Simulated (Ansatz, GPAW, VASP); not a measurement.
**GaSb and the functional, program beside program**

```
Sb Ga
1.0
     0.00000    3.05900    3.05900
     3.05900    0.00000    3.05900
     3.05900    3.05900    0.00000
Sb Ga
1 1
Direct
  0.75000 0.75000 0.75000
  0.00000 0.00000 0.00000
```

Kept alike: task band structure; k mesh 8 × 8 × 8; occupations fermi-dirac, width 0.05 eV; no spin polarisation. The mesh is that of the run's cell of 2 atoms. No spin-orbit coupling.

- A: GPAW; PAW data sets generated for this functional (BLYP, PBEsol); the program's PAW data sets (release 1.2.1) made for this functional (LDA, RPBE, revPBE); GPAW PAW data sets (gpaw-data 1.2.1) (PBE), cutoff 600 eV
- B: Ansatz, all-electron LAPW, scalar-relativistic
- C: VASP; PBE PAW files Ga_d, Sb, 520 eV (BLYP, PBE, PBEsol, RPBE, revPBE); LDA PAW files Ga_d, Sb, 520 eV (LDA)

| functional | A: pressure (GPa) | B: pressure (GPa) | C: pressure (GPa) |
| --- | --- | --- | --- |
| BLYP | 5.20 | 5.35 | 5.57 |
| LDA | -1.77 | -1.70 | -1.55 |
| PBE | ? | 2.34 | 2.44 |
| PBEsol | -0.13 | -0.15 | -0.07 |
| RPBE | 3.95 | 3.89 | 3.94 |
| revPBE | 3.51 | 3.46 | 3.52 |

Pressure is positive in compression; plane-wave values hold the error of the finite cutoff. Values on potentials made for another functional: C at BLYP, PBEsol, RPBE, revPBE.

Question: Estimate the value left open.

Answer: In the median of the other rows A lies -0.02 GPa from the other columns' mean, which points to 2.37; the run gave 2.35 GPa, -0.02 from it.
